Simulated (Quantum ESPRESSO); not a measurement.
SiO2:

```
Si O
1.0
    -2.47729    2.47729    3.65567
     2.47729   -2.47729    3.65567
     2.47729    2.47729   -3.65567
Si O
2 4
Direct
  0.75000 0.25000 0.50000
  0.00000 0.00000 0.00000
  0.87500 0.02821 0.65321
  0.77821 0.12500 0.15321
  0.97179 0.62500 0.84679
  0.37500 0.22179 0.34679
```

The cell comes from a database or a generator and needn't be the stable form of this composition.

Program: Quantum ESPRESSO 7.5. Alike in all runs: no spin polarisation; cell as given; k mesh 8 × 8 × 8; smearing fermi-dirac 0.05 eV.

Problem. Order these runs on this cell by their pressure, lowest first.
A. level PBE; potentials or basis SSSP 1.3 efficiency PBE; cutoff (eV) 748
B. level LDA; potentials or basis PseudoDojo 0.4.1 SR LDA standard; cutoff (eV) 1143; form of the LDA correlation PW92
C. level LDA; potentials or basis GBRV 1.5 LDA; cutoff (eV) 612; form of the LDA correlation PZ81

Solution. B (-2.9 GPa), C (-1.2 GPa), A (4.8 GPa).
